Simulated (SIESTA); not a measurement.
Al:

```xyz
1
Lattice="0.0000 2.0248 2.0248 2.0248 0.0000 2.0248 2.0248 2.0248 0.0000" Properties=species:S:1:pos:R:3 pbc="T T T"
Al    0.0000    0.0000    0.0000
```

Base run:

```yaml
Program: SIESTA 5.4.2
Functional: PBE
Potentials_or_basis: PseudoDojo 0.4 standard (PBE files)
Basis: DZP (energy shift 0.002 Ry; radii capped at 9.5 bohr)
Grid_cutoff: 500 Ry
Energy_shift: 0.002 Ry
k_mesh: 11 × 11 × 11
Occupations: fermi-dirac, width 0.05 eV
Spin: no spin polarisation
```

Its results: band gap on the k mesh none (metal or under the smearing width); pressure -0.3 GPa.

Task: The run is repeated on the same cell with these changes: functional from PBE to AM05; potentials or basis from PseudoDojo 0.4 standard (PBE files) to PseudoDojo 0.4 standard (PBEsol files). What comes out?

Result: Band gap on the k mesh none (metal or under the smearing width); pressure -2.8 GPa.

Caveats: the basis of atomic orbitals isn't converged, which shifts pressures, moduli and gaps; the potentials were made for another functional, which shifts forces and pressure (some runs).
